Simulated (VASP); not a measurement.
## KCl in VASP 6.6.1, single-point calculation

INCAR

```
LCHARG = .FALSE.
PREC = Low
EDIFF = 1E-7
NELM = 120
SIGMA = 0.02
IBRION = -1
NSW = 0
GGA = PE
LREAL = .FALSE.
LASPH = .TRUE.
ENCUT = 520
NBANDS = 15
LWAVE = .FALSE.
ISIF = 2
ISMEAR = -1
```

KPOINTS

```
KPOINTS created by Atomic Simulation Environment
0
Gamma
8 8 8
0 0 0
```

POSCAR

```
K  Cl
 1.0000000000000000
     0.0000000000000000    3.1448483195468158    3.1448483195468158
     3.1448483195468158    0.0000000000000000    3.1448483195468158
     3.1448483195468158    3.1448483195468158    0.0000000000000000
 K   Cl
   1   1
Cartesian
 -0.0000000000000000 -0.0000000000000000 -0.0000000000000000
  3.1448483195468158  3.1448483195468158  3.1448483195468158
```

The recommended PBE PAW datasets give the neutral cell 16 valence electrons.

Command

```
mpirun -np 1 vasp_std
```

OSZICAR

```
N       E                     dE             d eps       ncg     rms          rms(c)
DAV:   1     0.103958853699E+03    0.10396E+03   -0.69580E+03   870   0.943E+02
DAV:   2    -0.562883530156E+00   -0.10452E+03   -0.96043E+02  1146   0.238E+02
DAV:   3    -0.687575726503E+01   -0.63129E+01   -0.62781E+01  1157   0.521E+01
DAV:   4    -0.709238798242E+01   -0.21663E+00   -0.21656E+00  1372   0.910E+00
DAV:   5    -0.709403797634E+01   -0.16500E-02   -0.16500E-02  1185   0.878E-01    0.334E+00
DAV:   6    -0.680458857320E+01    0.28945E+00   -0.42011E-01  1115   0.327E+00    0.273E+00
DAV:   7    -0.678973118912E+01    0.14857E-01   -0.10381E-01  1185   0.182E+00    0.157E+00
DAV:   8    -0.680183725728E+01   -0.12106E-01   -0.15978E-02  1045   0.946E-01    0.174E-01
DAV:   9    -0.680260176071E+01   -0.76450E-03   -0.92366E-04  1199   0.192E-01    0.966E-02
DAV:  10    -0.680317591538E+01   -0.57415E-03   -0.60574E-04   912   0.154E-01    0.201E-02
DAV:  11    -0.680318067238E+01   -0.47570E-05   -0.23224E-05  1248   0.272E-02    0.584E-03
DAV:  12    -0.680318355309E+01   -0.28807E-05   -0.38082E-06   933   0.138E-02    0.478E-03
DAV:  13    -0.680318382598E+01   -0.27289E-06   -0.53394E-07  1200   0.388E-03    0.887E-04
DAV:  14    -0.680318394845E+01   -0.12247E-06   -0.84461E-08   885   0.188E-03    0.262E-04
DAV:  15    -0.680318396072E+01   -0.12267E-07   -0.30702E-09   624   0.372E-04
   1 F= -.68031840E+01 E0= -.68031840E+01  d E =-.423174E-12
```

From OUTCAR

```
k-points           NKPTS =     29   k-points in BZ     NKDIM =     29   number of bands    NBANDS=     15

   NELECT =      16.0000    total number of electrons

   dimension x,y,z NGX =    28 NGY =   28 NGZ =   28
   dimension x,y,z NGXF=    28 NGYF=   28 NGZF=   28

  energy-cutoff  :      520.00
  volume of cell :       62.21
      direct lattice vectors                 reciprocal lattice vectors
     0.000000000  3.144848320  3.144848320    -0.158990180  0.158990180  0.158990180
     3.144848320  0.000000000  3.144848320     0.158990180 -0.158990180  0.158990180
     3.144848320  3.144848320  0.000000000     0.158990180  0.158990180 -0.158990180

 k-points in reciprocal lattice and weights: KPOINTS created by Atomic Simulation Env
   0.00000000  0.00000000  0.00000000       0.002
   0.12500000  0.00000000  0.00000000       0.016
   0.25000000  0.00000000  0.00000000       0.016
   0.37500000  0.00000000  0.00000000       0.016
   0.50000000  0.00000000  0.00000000       0.008
   0.12500000  0.12500000  0.00000000       0.012
   0.25000000  0.12500000  0.00000000       0.047
   0.37500000  0.12500000  0.00000000       0.047
   ...

 E-fermi :  -1.3540

 k-point     1 :       0.0000    0.0000    0.0000
  band No.  band energies     occupation
      1     -29.0301      2.00000
      2     -13.9551      2.00000
      3     -12.4910      2.00000
      4     -12.4910      2.00000
      5     -12.4910      2.00000
      6      -1.8359      2.00000
      7      -1.8359      2.00000
      8      -1.8359      2.00000
      9       3.3564      0.00000
     10       6.5455      0.00000
     11       6.5455      0.00000
     12       6.5456      0.00000
     13       7.4231      0.00000
     14       7.4231      0.00000
     15      11.1527      0.00000

 k-point     2 :       0.1250    0.0000    0.0000
  band No.  band energies     occupation
      1     -29.0286      2.00000
      2     -13.9859      2.00000
      3     -12.4924      2.00000
      4     -12.4924      2.00000
      5     -12.4523      2.00000
      6      -2.0263      2.00000
      7      -1.8866      2.00000
      8      -1.8866      2.00000
      9       3.7312      0.00000
     10       6.4284      0.00000
     11       6.7415      0.00000
     12       6.7415      0.00000
     13       7.6361      0.00000
     14       7.6361      0.00000
     15      11.7307      0.00000

 k-point     3 :       0.2500    0.0000    0.0000
  band No.  band energies     occupation
      1     -29.0248      2.00000
      2     -14.0547      2.00000
      3     -12.4957      2.00000
      4     -12.4957      2.00000
      5     -12.3642      2.00000
      6      -2.4240      2.00000
      7      -2.0045      2.00000
      8      -2.0045      2.00000
      9       4.6153      0.00000
     10       6.3340      0.00000
     11       7.2984      0.00000
     12       7.2985      0.00000
     13       8.2233      0.00000
     14       8.2234      0.00000
     15      11.7895      0.00000

 ...

  Total        0.3159081      0.3159081      0.3159081     -0.0000000      0.0000000     -0.0000000
  in kB        8.1365851      8.1365851      8.1365851     -0.0000000      0.0000000     -0.0000000
  external PRESSURE =       8.1365851 kB  Pullay stress =       0.0000000 kB

 POSITION                                       TOTAL-FORCE (eV/Angst)
 -----------------------------------------------------------------------------------
      0.00000      0.00000      0.00000         0.000000      0.000000      0.000000
      3.14485      3.14485      3.14485        -0.000000     -0.000000     -0.000000
 -----------------------------------------------------------------------------------
    total drift:                               -0.000000     -0.000000     -0.000000

  FREE ENERGIE OF THE ION-ELECTRON SYSTEM (eV)
  ---------------------------------------------------
  free  energy   TOTEN  =        -6.8031839607 eV

  energy  without entropy=       -6.8031839607  energy(sigma->0) =       -6.80318396
```

It converged. Results: gap between bands v and c on the k mesh 5.19 eV; least direct gap on the k mesh 5.19 eV; pressure 0.8 GPa. Band v is the last that the valence electrons fill when counted band by band, and c is the next.

For comparison, a separate PBE run of the intended cell, on usual settings and not on those above, gives a gap of 5.19 eV on its mesh and a pressure of 0.8 GPa.

The run above took about 17 s on one core of a shared host (Intel Xeon Platinum 8488C) and held 0.13 GiB at most.
